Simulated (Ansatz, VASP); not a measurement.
Two plane-wave programs on Pt

```
Pt
1.0
     0.00000    1.86000    1.95790
     1.86000    0.00000    1.95790
     1.86000    1.86000    0.00000
Pt
1
Direct
  0.00000 0.00000 0.00000
```

Change from the starting cell: strain -0.0500 x Voigt [1, 1, 0, 0, 0, 0], atoms carried along.

Alike in both runs: task single point; functional PBEsol; k mesh 20 × 20 × 20; occupations gaussian, width 0.15 eV; no spin polarisation.

|  | VASP | Ansatz |
| --- | --- | --- |
| version | VASP 6.6.1 | Ansatz 0.2.0 |
| potentials or method | VASP PAW PBE potentials, release 64 (Pt) | scalar-relativistic, plane waves, PAW |
| plane-wave cutoff (eV) | 520 | 420 |
| valence electrons in the cell | 10 | 18 |

```tsv
	VASP	Ansatz	Ansatz less VASP
gap on the k mesh at the Fermi level (eV)	none	none	-
pressure (GPa)	39.8	40.1	+0.31
largest component of the traceless stress (GPa)	6.50	6.51	+0.007
```

A gap of «none» marks a metal or a gap that the smearing closes. The two sets of potentials don't hold the same shells in valence.

Caveats: so large a pressure means that the cell lies far from this level's equilibrium, or that cutoff or potentials fall short (VASP); the potentials were made for another functional, which shifts forces and pressure (VASP). The runs have no spin-orbit coupling, so splittings on Pt are missing.
